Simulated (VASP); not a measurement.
# BaTiO3 (Barioperovskite) (Amm2) in VASP: settings compared

The runs below take BaTiO3 (Barioperovskite) through band structure, G0W0 quasiparticle levels, evGW0 quasiparticle levels, with HSE06, HSE03, PBE0, LDA.

Everything below comes from runs of VASP 6.6.1. Logs are shortened: lines on timing, memory, paths and dates and some standing lists are left out, and cuts for length are marked.

## Step 1: The crystal as given

The structure is orthorhombic, space group Amm2 (No. 38). The conventional cell has a = 3.986 Å, b = 5.674 Å, c = 5.690 Å, α = 90.00°, β = 90.00°, γ = 90.00°. Ba (site symmetry mm2) has 12 O at 2.77 to 2.92 Å as nearest neighbours. Ti (site symmetry mm2) has 6 O at 1.93 to 2.09 Å as nearest neighbours. O (site symmetry m) is surrounded by 2 Ti at 1.93 to 2.09 Å. O (site symmetry mm2) has 2 Ti at 2.00 Å as nearest neighbours.

## Step 2: Band structure, HSE06

File POSCAR:

```
BaTiO3
1.0
    3.9855000000      0.0000000000      0.0000000000
    0.0000000000      2.8369000000      2.8451500000
    0.0000000000     -2.8369000000      2.8451500000
Ba Ti O
1 1 3
Direct
    0.0000000000      0.0000000000      0.0000000000
    0.5000000000      0.5124000000      0.5124000000
    0.5000000000      0.9918400000      0.5052400000
    0.5000000000      0.5052400000      0.9918400000
    0.0000000000      0.4874000000      0.4874000000
```

File INCAR.step1:

```
SYSTEM = BaTiO3
ALGO     = Normal         ! electronic algorithm
EDIFF    = 1E-5           ! SCF threshold, eV
ENCUT    = 520            ! plane-wave cutoff, eV
GGA      = PE             ! functional
ISIF     = 2              ! what is computed and relaxed
ISMEAR   = 0              ! smearing method
KPAR     = 4            
LASPH    = .True.         ! aspherical terms in the spheres
LCHARG   = .False.        ! write CHGCAR
LMAXMIX  = 4              ! l up to which the mixer works
LREAL    = .False.        ! projectors in reciprocal space
LWAVE    = .True.         ! write WAVECAR
NBANDS   = 28             ! bands
NELM     = 80             ! most SCF steps
PREC     = Accurate       ! precision mode
SIGMA    = 0.02           ! smearing width, eV
```

File INCAR.step2:

```
SYSTEM = BaTiO3
ALGO     = Normal         ! electronic algorithm
EDIFF    = 1E-6           ! SCF threshold, eV
ENCUT    = 520            ! plane-wave cutoff, eV
GGA      = PE             ! functional
HFSCREEN = 0.2            ! screening, 1/A
ISIF     = 2              ! what is computed and relaxed
ISMEAR   = 0              ! smearing method
ISTART   = 1            
KPAR     = 4            
LASPH    = .True.         ! aspherical terms in the spheres
LCHARG   = .False.        ! write CHGCAR
LHFCALC  = .True.         ! exact exchange
LMAXMIX  = 4              ! l up to which the mixer works
LREAL    = .False.        ! projectors in reciprocal space
LWAVE    = .False.        ! write WAVECAR
NBANDS   = 28             ! bands
NELM     = 80             ! most SCF steps
PREC     = Accurate       ! precision mode
PRECFOCK = Fast         
SIGMA    = 0.02           ! smearing width, eV
```

File KPOINTS:

```
k-points
0
Gamma
  4 4 4
  0 0 0
```

File KPOINTS_OPT:

```
path GXSRAZGYX1A1TY,ZT
12
line-mode
reciprocal
 0.0000000000  0.0000000000  0.0000000000  G
 0.0000000000  0.4985522663 -0.4985522663  X

 0.0000000000  0.4985522663 -0.4985522663  X
 0.0000000000  0.0000000000 -0.5000000000  S

 0.0000000000  0.0000000000 -0.5000000000  S
-0.5000000000  0.0000000000 -0.5000000000  R

-0.5000000000  0.0000000000 -0.5000000000  R
-0.5000000000  0.4985522663 -0.4985522663  A

-0.5000000000  0.4985522663 -0.4985522663  A
-0.5000000000  0.0000000000  0.0000000000  Z

-0.5000000000  0.0000000000  0.0000000000  Z
 0.0000000000  0.0000000000  0.0000000000  G

 0.0000000000  0.0000000000  0.0000000000  G
 0.0000000000 -0.5000000000 -0.5000000000  Y

 0.0000000000 -0.5000000000 -0.5000000000  Y
 0.0000000000 -0.4985522663 -0.5014477337  X1

 0.0000000000 -0.4985522663 -0.5014477337  X1
-0.5000000000 -0.4985522663 -0.5014477337  A1

-0.5000000000 -0.4985522663 -0.5014477337  A1
-0.5000000000 -0.5000000000 -0.5000000000  T

-0.5000000000 -0.5000000000 -0.5000000000  T
 0.0000000000 -0.5000000000 -0.5000000000  Y

-0.5000000000  0.0000000000  0.0000000000  Z
-0.5000000000 -0.5000000000 -0.5000000000  T
```

Potentials or basis: VASP PAW PBE potentials, release 64 (Ba_sv, Ti_sv, O).

Launch:

```bash
cat potpaw_PBE.64/Ba_sv/POTCAR potpaw_PBE.64/Ti_sv/POTCAR potpaw_PBE.64/O/POTCAR > POTCAR
cp INCAR.step1 INCAR
mpirun -np 4 vasp_std > vasp.out
cp INCAR.step2 INCAR
mpirun -np 4 vasp_std > vasp.out
```

OUTCAR:

```text
SYSTEM = BaTiO3
   EDIFF = 1E-6
   ENCUT = 520
   GGA = PE
   HFSCREEN = 0.2
   ISIF = 2
   ISMEAR = 0
   ISTART = 1
   LASPH = .True.
   LHFCALC = .True.
   LREAL = .False.
   NELM = 80
   PREC = Accurate
   PRECFOCK = Fast

 ion  position               nearest neighbor table
   1  0.000  0.000  0.000-   5 2.77   4 2.81   3 2.81   3 2.81   4 2.81   5 2.84   5 2.84   4 2.84
                             3 2.84   3 2.84   4 2.84   5 2.92   2 3.42   2 3.42   2 3.47   2 3.47
   2  0.500  0.512  0.512-   3 1.93   4 1.93   5 2.00   5 2.00   3 2.09   4 2.09   1 3.42   1 3.42
                             1 3.47   1 3.47   1 3.47   1 3.47   1 3.53   1 3.53
   3  0.500  0.992  0.505-   2 1.93   2 2.09   1 2.81   1 2.81   1 2.84   1 2.84
   4  0.500  0.505  0.992-   2 1.93   2 2.09   1 2.81   1 2.81   1 2.84   1 2.84
   5  0.000  0.487  0.487-   2 2.00   2 2.00   1 2.77   1 2.84   1 2.84   1 2.92

  LATTYP: Found a base centered orthorhombic cell.
 ALAT       =     5.6738000000
 B/A-ratio  =     1.0029081039
 C/A-ratio  =     0.7024392823

  Lattice vectors:

 A1 = (   0.0000000000,   2.8369000000,  -2.8451500000)
 A2 = (   0.0000000000,   2.8369000000,   2.8451500000)
 A3 = (   3.9855000000,   0.0000000000,   0.0000000000)

Analysis of symmetry for initial positions (statically):
=====================================================================
 Subroutine PRICEL returns:
 Original cell was already a primitive cell.

 Routine SETGRP: Setting up the symmetry group for a
 base centered orthorhombic supercell.

 Subroutine GETGRP returns: Found  4 space group operations
 (whereof  4 operations were pure point group operations)
 out of a pool of  8 trial point group operations.

The static configuration has the point symmetry C_2v.

Analysis of symmetry for dynamics (positions and initial velocities):
=====================================================================
 Subroutine PRICEL returns:
 Original cell was already a primitive cell.

 Routine SETGRP: Setting up the symmetry group for a
 base centered orthorhombic supercell.

 Subroutine GETGRP returns: Found  4 space group operations
 (whereof  4 operations were pure point group operations)
 out of a pool of  8 trial point group operations.

The dynamic configuration has the point symmetry C_2v.

 Subroutine INISYM returns: Found  4 space group operations
 (whereof  4 operations are pure point group operations),
 and found     1 'primitive' translations

----------------------------------------------------------------------------------------

                                     Primitive cell

  volume of cell :      64.3372

  direct lattice vectors                    reciprocal lattice vectors
     3.985500000  0.000000000  0.000000000     0.250909547  0.000000000  0.000000000
     0.000000000  2.836900000  2.845150000     0.000000000  0.176248722  0.175737659
     0.000000000 -2.836900000  2.845150000     0.000000000 -0.176248722  0.175737659

  length of vectors
     3.985500000  4.017820321  4.017820321     0.250909547  0.248892219  0.248892219

  position of ions in fractional coordinates (direct lattice)
     0.000000000  0.000000000  0.000000000
     0.500000000  0.512400000  0.512400000
     0.500000000  0.991840000  0.505240000
     0.500000000  0.505240000  0.991840000
     0.000000000  0.487400000  0.487400000

  ion indices of the primitive-cell ions
   primitive index   ion index
                 1           1
                 2           2
                 3           3
                 4           4
                 5           5

----------------------------------------------------------------------------------------

 KPOINTS: k-points

Automatic generation of k-mesh.
 Grid dimensions read from file:
 generate k-points for:    4    4    4

 Generating k-lattice:

  Cartesian coordinates                     Fractional coordinates (reciprocal lattice)
     0.062727387  0.000000000  0.000000000     0.250000000  0.000000000  0.000000000
     0.000000000  0.044062181  0.043934415     0.000000000  0.250000000  0.000000000
     0.000000000 -0.044062181  0.043934415     0.000000000  0.000000000  0.250000000

  Length of vectors
     0.062727387  0.062223055  0.062223055

  Shift w.r.t. Gamma in fractional coordinates (k-lattice)
     0.000000000  0.000000000  0.000000000

 Subroutine IBZKPT returns following result:
 ===========================================

 Found     21 irreducible k-points:

 Following reciprocal coordinates:
            Coordinates               Weight
  0.000000  0.000000  0.000000      1.000000
  0.250000  0.000000  0.000000      2.000000
  0.500000  0.000000  0.000000      1.000000
  0.000000  0.250000  0.000000      4.000000
  0.250000  0.250000  0.000000      8.000000
  0.500000  0.250000  0.000000      4.000000
[... 13 lines left out ...]
  0.250000  0.500000  0.500000      2.000000
  0.500000  0.500000  0.500000      1.000000
   k-points           NKPTS =     21   k-points in BZ     NKDIM =     64   number of bands    NBANDS=     28
   number of dos      NEDOS =    301   number of ions     NIONS =      5
   total plane-waves  NPLWV =  27000
   dimension x,y,z NGX =    30 NGY =   30 NGZ =   30
   dimension x,y,z NGXF=    60 NGYF=   60 NGZF=   60
   ions per type =               1   1   3
   NGX,Y,Z   is equivalent  to a cutoff of  12.51, 12.41, 12.41 a.u.
   NGXF,Y,Z  is equivalent  to a cutoff of  25.03, 24.83, 24.83 a.u.
 SYSTEM =  BaTiO3
   PREC   = accura    normal or accurate (medium, high low for compatibility)
   ISTART =      1    job   : 0-new  1-cont  2-samecut
   ICHARG =      0    charge: 1-file 2-atom 10-const
   ISPIN  =      1    spin polarized calculation?
   LNONCOLLINEAR =      F non collinear calculations
   LSORBIT =      F    spin-orbit coupling
   LASPH  =      T    aspherical Exc in radial PAW
   ENCUT  =  520.0 eV  38.22 Ry    6.18 a.u.   7.41  7.47  7.47*2*pi/ulx,y,z
   NELM   =     80;   NELMIN=  2; NELMDL=  0     # of ELM steps
   EDIFF  = 0.1E-05   stopping-criterion for ELM
   LREAL  =      F    real-space projection
   EDIFFG = 0.1E-04   stopping-criterion for IOM
   NSW    =      0    number of steps for IOM
   IBRION =     -1    ionic relax: 0-MD 1-quasi-New 2-CG
   NFREE  =      0    steps in history (QN), initial steepest desc. (CG)
   ISIF   =      2    stress and relaxation
   ISYM   =      3    0-nonsym 1-usesym 2-fastsym
   POTIM  = 0.5000    time-step for ionic-motion
   TEBEG  =    0.0;   TEEND  =   0.0 temperature during run
   PSTRESS=    0.0 pullay stress
   NELECT =      40.0000    total number of electrons
   NUPDOWN=      -1.0000    fix difference up-down
   EMIN   =  10.00;   EMAX   =-10.00  energy-range for DOS
   EFERMI =   0.00;   METHOD = LEGACY
   ISMEAR =     0;   SIGMA  =   0.02  broadening in eV -4-tet -1-fermi 0-gaus
   EFERMI_NEDOS =   21; number of points for ismear=-14 and -15
   IALGO  =     38    algorithm
   IMIX   =      1    mixing-type and parameters
     AMIX     =   0.40;   BMIX     =  1.00
     AMIX_MAG =   1.60;   BMIX_MAG =  1.00
  volume/ion in A,a.u.               =      12.87        86.83
  Fermi-wavevector in a.u.,A,eV,Ry     =   1.397250  2.640420 26.562762  1.952308
  Thomas-Fermi vector in A             =   2.520525
   LORBIT       =      0    0 simple, 1 ext, 2 COOP (PROOUT), +10 PAW based schemes
   GGA     = PE    functional components
   LHFCALC =     T    Hartree Fock is set to
   PRECFOCK=fast      Normal, Fast or Accurate (Low or Medium for compatibility)
   ENCUT4O =  -1.0   cutoff for four orbital integrals eV
   NKREDX  =     1    reduce k-point grid by
   NKREDY  =     1    reduce k-point grid by
   NKREDZ  =     1    reduce k-point grid by
   AEXX    =    0.2500 exact exchange contribution
   HFSCREEN=    0.2000 screening length (either q_TF or 0.3 A-1)
   HFSCREENC=   0.2000 screening length for correlation (either q_TF or 0.3 A-1)
   ENCUTFOCK=  -1.0 apply spherical cutoff to Coloumb kernel
   IVDW    =     0    specifies the selected vdW correction
   LEPSILON=     F    determine dielectric tensor
   LRPA    =     F    only Hartree local field effects (RPA)
 non-spin polarized calculation
 Gauss-broadening in eV      SIGMA  =   0.02
  energy-cutoff  :      520.00
  volume of cell :       64.34
 maximum number of plane-waves:      1753
 NGX is ok and might be reduce to    30
  NGX = 16; NGY = 16; NGZ = 16

 number of electron      39.9999994 magnetization

 Free energy of the ion-electron system (eV)
  ---------------------------------------------------
  ext. energy  EPLUGINS =         0.00000000
  ---------------------------------------------------
  free energy    TOTEN  =       -48.48581134 eV

  energy without entropy =      -48.48581134  energy(sigma->0) =      -48.48581134

 E-fermi :   3.0191     XC(G=0):  -9.2241

 val. band max:        2.7612306712   @ k =   0.5000   0.5000   0.5000
 cond. band min:       6.0329128379   @ k =   0.0000   0.0000   0.0000
 fundamental gap:      3.2716821667
 Fermi energy:         3.0190792957

 k-point     1 :       0.0000    0.0000    0.0000
  band No.  band energies     occupation
      1     -58.2292      2.00000
      2     -32.7881      2.00000
      3     -32.7862      2.00000
      4     -32.7700      2.00000
      5     -23.3952      2.00000
      6     -15.7480      2.00000
[... 20 lines left out ...]
     27       9.4183      0.00000
     28      11.7442      0.00000

 k-point     2 :       0.2500    0.0000    0.0000
  band No.  band energies     occupation
      1     -58.2287      2.00000
      2     -32.7973      2.00000
      3     -32.7863      2.00000
      4     -32.7846      2.00000
      5     -23.3231      2.00000
      6     -15.8133      2.00000
[... 581 lines left out ...]
 k-point    21 :       0.5000    0.5000    0.5000
  band No.  band energies     occupation
      1     -58.2266      2.00000
      2     -32.8292      2.00000
      3     -32.8276      2.00000
      4     -32.8163      2.00000
      5     -23.0913      2.00000
      6     -14.8090      2.00000
[... 20 lines left out ...]
     27      12.3249      0.00000
     28      12.3696      0.00000

------------------------ aborting loop because EDIFF is reached ----------------------------------------

  FORCE on cell =-STRESS in cart. coord.  units (eV):
  Direction    XX          YY          ZZ          XY          YZ          ZX
  --------------------------------------------------------------------------------------
  -------------------------------------------------------------------------------------
  Total       -0.5264258     -0.4854876     -0.7483939      0.0000000      0.0000000      0.0000000
  in kB      -13.1094889    -12.0900108    -18.6371196      0.0000000      0.0000000      0.0000000
  external PRESSURE =     -14.6122065 kB  Pullay stress =       0.0000000 kB

 VOLUME and BASIS-vectors are now :
 -----------------------------------------------------------------------------
  energy-cutoff  :      520.00
  volume of cell :       64.34
      direct lattice vectors                 reciprocal lattice vectors
     3.985500000  0.000000000  0.000000000     0.250909547  0.000000000  0.000000000
     0.000000000  2.836900000  2.845150000     0.000000000  0.176248722  0.175737659
     0.000000000 -2.836900000  2.845150000     0.000000000 -0.176248722  0.175737659

 POSITION                                       TOTAL-FORCE (eV/Angst)
 -----------------------------------------------------------------------------------
      0.00000      0.00000      0.00000         0.000000      0.000000      0.163448
      1.99275      0.00000      2.91571         0.000000      0.000000      0.360867
      1.99275      1.38044      4.25942         0.000000     -0.109406     -0.396627
      1.99275     -1.38044      4.25942         0.000000      0.109406     -0.396627
      0.00000      0.00000      2.77345         0.000000      0.000000      0.268939
 -----------------------------------------------------------------------------------
    total drift:                               -0.000000     -0.000000      0.006433

  FREE ENERGIE OF THE ION-ELECTRON SYSTEM (eV)
  ---------------------------------------------------
  free  energy   TOTEN  =       -48.4858113388 eV

  energy  without entropy=      -48.4858113388  energy(sigma->0) =      -48.48581134
```

Wall time 39 min (4 MPI ranks of AMD EPYC 9R45 (Zen 5), shared host); peak memory 0.41 GiB.

What came out:

```
Free energy             : -48.4858 eV
Pressure                : -1.5 GPa
Largest force           : 0.411 eV/Å
Band gap on the k mesh  : 3.27 eV, indirect (least direct gap 3.46 eV)
Band gap along the path : 3.27 eV, indirect (least direct gap 3.46 eV)
```

Forces in eV/Å, atoms in the order of the input:
```
Ba   0.000  0.000  0.163
Ti   0.000  0.000  0.361
O    0.000 -0.109 -0.397
O    0.000  0.109 -0.397
O    0.000  0.000  0.269
```

Levels at the corners of the path, in eV from the valence-band top:
| point | band 18 | band 19 | band 20 | band 21 | band 22 | band 23 |
| --- | --- | --- | --- | --- | --- | --- |
| Γ | -0.32 | -0.24 | -0.19 | 3.27 | 3.33 | 3.48 |
| X | -0.97 | -0.93 | -0.14 | 5.14 | 5.21 | 5.65 |
| X | -0.97 | -0.93 | -0.14 | 5.14 | 5.21 | 5.65 |
| S | -1.76 | -0.86 | -0.80 | 3.54 | 5.13 | 5.16 |
| S | -1.76 | -0.86 | -0.80 | 3.54 | 5.13 | 5.16 |
| R | -0.95 | -0.94 | -0.09 | 5.16 | 5.17 | 5.65 |
| R | -0.95 | -0.94 | -0.09 | 5.16 | 5.17 | 5.65 |
| A | -0.05 | -0.01 | 0.00 | 5.86 | 5.92 | 5.93 |
| A | -0.05 | -0.01 | 0.00 | 5.86 | 5.92 | 5.93 |
| Z | -1.83 | -0.88 | -0.83 | 3.49 | 5.09 | 5.20 |
| Z | -1.83 | -0.88 | -0.83 | 3.49 | 5.09 | 5.20 |
| Γ | -0.32 | -0.24 | -0.19 | 3.27 | 3.33 | 3.48 |
| Γ | -0.32 | -0.24 | -0.19 | 3.27 | 3.33 | 3.48 |
| Y | -0.97 | -0.93 | -0.14 | 5.14 | 5.21 | 5.65 |
| Y | -0.97 | -0.93 | -0.14 | 5.14 | 5.21 | 5.65 |
| X1 | -0.97 | -0.93 | -0.14 | 5.14 | 5.21 | 5.65 |
| X1 | -0.97 | -0.93 | -0.14 | 5.14 | 5.21 | 5.65 |
| A1 | -0.05 | -0.01 | 0.00 | 5.86 | 5.92 | 5.93 |
| A1 | -0.05 | -0.01 | 0.00 | 5.86 | 5.92 | 5.93 |
| T | -0.05 | -0.01 | 0.00 | 5.86 | 5.92 | 5.93 |
| T | -0.05 | -0.01 | 0.00 | 5.86 | 5.92 | 5.93 |
| Y | -0.97 | -0.93 | -0.14 | 5.14 | 5.21 | 5.65 |
| Z | -1.83 | -0.88 | -0.83 | 3.49 | 5.09 | 5.20 |
| T | -0.05 | -0.01 | 0.00 | 5.86 | 5.92 | 5.93 |

Caveat: the PAW data sets were made with another functional, which shifts forces and pressure a little; spin-orbit coupling is left out, which moves the levels of the heavy elements.

[end of part 1 of 3]
